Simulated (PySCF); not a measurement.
Molecule: acetone, C$_{3}$H$_{6}$O.

Geometry:
| atom | x (Å) | y (Å) | z (Å) |
| --- | --- | --- | --- |
| C1 | -1.220 | -0.089 | -0.382 |
| C2 | -0.105 | 0.030 | 0.630 |
| C3 | 1.301 | 0.059 | 0.079 |
| O4 | -0.325 | 0.095 | 1.815 |
| H5 | -1.152 | -1.059 | -0.901 |
| H6 | -1.136 | 0.692 | -1.153 |
| H7 | -2.190 | -0.015 | 0.125 |
| H8 | 2.022 | 0.090 | 0.905 |
| H9 | 1.490 | -0.824 | -0.552 |
| H10 | 1.438 | 0.944 | -0.563 |

Geometry PBE0-D3(BJ)/def2-SVP throughout; GIAO in PySCF, gas phase, one conformer, non-relativistic; equivalent atoms averaged; basis pcSseg-2.

Problem. How do the absolute shieldings σ depend on the functional? (ppm; last column core-seconds on shared hosts with different chips, so compare them loosely)

Solution. 
| functional | kind | C2 | C1/C3 | O4 | H5/H6/H7/H8/H9/H10 | core-s |
| --- | --- | --- | --- | --- | --- | --- |
| HF | Hartree–Fock | -20.6 | 161.9 | -331.2 | 29.66 | 5.9 |
| LDA | LDA | -40.1 | 147.6 | -370.4 | 28.64 | 14 |
| PBE | GGA | -33.8 | 147.8 | -350.5 | 29.08 | 18 |
| BLYP | GGA | -39.1 | 143.6 | -349.3 | 29.28 | 18 |
| BP86 | GGA | -33.5 | 147.3 | -347.0 | 29.14 | 20 |
| OPBE | GGA | -21.1 | 153.6 | -325.6 | 29.12 | 21 |
| KT2 | GGA | -18.5 | 152.3 | -307.4 | 29.15 | 26 |
| KT3 | GGA | -18.1 | 151.8 | -300.8 | 29.32 | 22 |
| B97-D | GGA | -28.5 | 148.1 | -321.5 | 29.31 | 22 |
| B3LYP | global hybrid | -36.3 | 147.6 | -353.8 | 29.31 | 14 |
| PBE0 | global hybrid | -30.5 | 152.4 | -355.0 | 29.18 | 15 |
| mPW1PW91 | global hybrid | -31.3 | 151.8 | -355.5 | 29.23 | 14 |
| WP04 | global hybrid | -44.6 | 140.1 | -338.8 | 29.57 | 28 |
| B97-2 | global hybrid | -27.2 | 152.3 | -336.3 | 29.30 | 28 |
| BHandHLYP | global hybrid | -31.5 | 153.1 | -351.6 | 29.40 | 28 |
| CAM-B3LYP | range-separated hybrid | -36.3 | 150.5 | -354.3 | 29.26 | 37 |
| wB97X-D | range-separated hybrid | -31.9 | 152.0 | -354.9 | 29.29 | 36 |
| LC-wPBE | range-separated hybrid | -33.1 | 155.2 | -351.6 | 29.25 | 47 |

Problem. Which nucleus moves most, in ppm?

Solution. O4 (ketone oxygen): from -370.4 ppm with LDA to -300.8 ppm with KT3. The smallest spread is 1.02 ppm, at H5/H6/H7/H8/H9/H10. Proton shifts span only some 12 ppm, so a few tenths of a ppm matter as much there as several ppm in carbon.
